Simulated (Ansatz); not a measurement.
Predict the output of the script below (the Ansatz DFT code, driven from Python).

`snse.py`
```python
# -*- coding: utf-8 -*-
'''An interstitial in a supercell of SnSe, against the perfect cell.'''

import ansatz as az
import numpy as np

lattice = az.Lattice.of(
    [0.0, 3.01, 3.01],
    [3.01, 0.0, 3.01],
    [3.01, 3.01, 0.0],
)
sites = [
    ('Sn', [0.0, 0.0, 0.0]),
    ('Se', [0.5, 0.5, 0.5]),
]
xtal = az.Crystal(lattice=lattice)
for symbol, position in sites:
    xtal = xtal.atom(symbol, position)
host = xtal.supercell(2)
defective = host.interstitial('H', at=[0.25, 0.25, 0.25])

def with_settings(structure):
    return (
        structure.calculation()
        .functional('pbesol')
        .basis(18 * az.Ha)
        .kpoints(2, 2, 2)
        .occupations('fermi_dirac', width=0.02)
        .band_table()
    )


# the dielectric constant is a typed guess; take it from a response run in earnest
perfect = with_settings(host).run(threads=1, pin='off').report
calc = (
    with_settings(defective)
    .charge(1)
    .charged_corrections(epsilon=8.0)
    .relax(force_tolerance=0.03, max_steps=40)
)
done = calc.run(threads=1, pin='off')
summary = done.report

n_host, n_defect = len(perfect['lattice']['sites']), len(summary['lattice']['sites'])
print(f'perfect cell: {n_host} atoms, F = {perfect["free_energy_ev"]:.4f} eV')
print(f'defect cell:  {n_defect} atoms, F = {summary["free_energy_ev"]:.4f} eV')
# chemical potentials are still to be added to this difference
print(f'difference {summary["free_energy_ev"] - perfect["free_energy_ev"]:.4f} eV (no chemical potentials)')
print(f'point-charge correction {done.charged_corrections().monopole_ev:.3f} eV at charge {1:+d}')

pull = np.linalg.norm(summary['forces_ev_ang'], axis=1)
for atom in np.argsort(-pull)[:5]:
    print(f'force on {done.lattice.sites[atom].symbol}{atom}: {pull[atom]:.3f} eV/A')

for site in done.lattice.sites:
    print(f'{site.symbol:2s}', ' '.join(f'{v:8.4f}' for v in site.position_ang))
```

```console
$ python snse.py
perfect cell: 16 atoms, F = -90999.2559 eV
defect cell:  17 atoms, F = -91022.1760 eV
difference -22.9201 eV (no chemical potentials)
point-charge correction 0.343 eV at charge +1
force on Se9: 0.016 eV/A
force on Se1: 0.016 eV/A
force on Se3: 0.016 eV/A
force on Se5: 0.016 eV/A
force on Sn10: 0.009 eV/A
Sn   0.0000   0.0000   0.0000
Se   3.0100   3.0100   3.0100
Sn   3.0100   3.0100   0.0000
Se   6.0200   6.0200   3.0100
Sn   3.0100   0.0000   3.0100
Se   6.0200   3.0100   6.0200
Sn   6.0200   3.0100   3.0100
Se   9.0300   6.0200   6.0200
Sn   0.0000   3.0100   3.0100
Se   3.0100   6.0200   6.0200
Sn   3.0100   6.0200   3.0100
Se   6.0200   9.0300   6.0200
Sn   3.0100   3.0100   6.0200
Se   6.0200   6.0200   9.0300
Sn   6.0200   6.0200   6.0200
Se   9.0300   9.0300   9.0300
H    1.5050   1.5050   1.5050
```

What to keep in mind:
- Total energies depend on the potentials; only differences at equal settings carry meaning. A total without «per atom» is that of the cell as typed.
- Energy and stress may still move on a finer k-point mesh.
- The difference holds no chemical potentials.
- The starting cell is as deposited in a crystallographic database; the results hold for this polymorph, which needn't be the stable one.
- The supercell is small, so the defect meets its images and the energies aren't those of an isolated defect; a partly filled defect level may also lower its energy by spin or distortion. For a charged cell the difference holds no correction, alignment or term for the electrons' reservoir.
- Timing: 14 s on 1 thread of AMD EPYC 9B45 (Zen 5) (shared host), peak memory 1 GiB.
